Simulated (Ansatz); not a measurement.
Input and command of a plane-wave DFT calculation in Ansatz:

```yaml
crystal:
  lattice:
    - [4.4913442427, 0.0, 0.0]
    - [-2.2456721213, 3.8896182113, 0.0]
    - [0.0, 0.0, 14.6577969609]
  atoms:
    - { symbol: Ba, position: [0.0, 0.0, 0.0] }
    - { symbol: Ba, position: [0.3333333333, 0.6666666667, 0.25] }
    - { symbol: Ba, position: [0.0, 0.0, 0.5] }
    - { symbol: Ba, position: [0.6666666667, 0.3333333333, 0.75] }
basis:
  ecutwfc: 420
kpoints:
  mp_grid: { grid: [21, 21, 6] }
hamiltonian:
  xc: pbe
scf:
  occupations: { method: gaussian, width: 0.1 }
output:
  forces: true
  stress: true
  eigenvalues: true
```

```bash
ansatz run input.yaml --threads 1 --pin off --max-ram 2560MiB --backend cpu --events-out ev --progress --plain --runs-dir out
```

Processor: Intel(R) Xeon(R) Platinum 8488C (Sapphire Rapids), 1 thread, on a host shared with other jobs.

Question: How long does it run, and how much memory does it take?

Answer: About 62 s on 1 thread of Intel(R) Xeon(R) Platinum 8488C (Sapphire Rapids), on a shared host, peak memory 1.3 GiB. It solves 24 bands at 192 k points (the mesh reduced by the symmetry that the task leaves, which can be less than the crystal's) with about 5023 plane waves, in 6 SCF iterations.
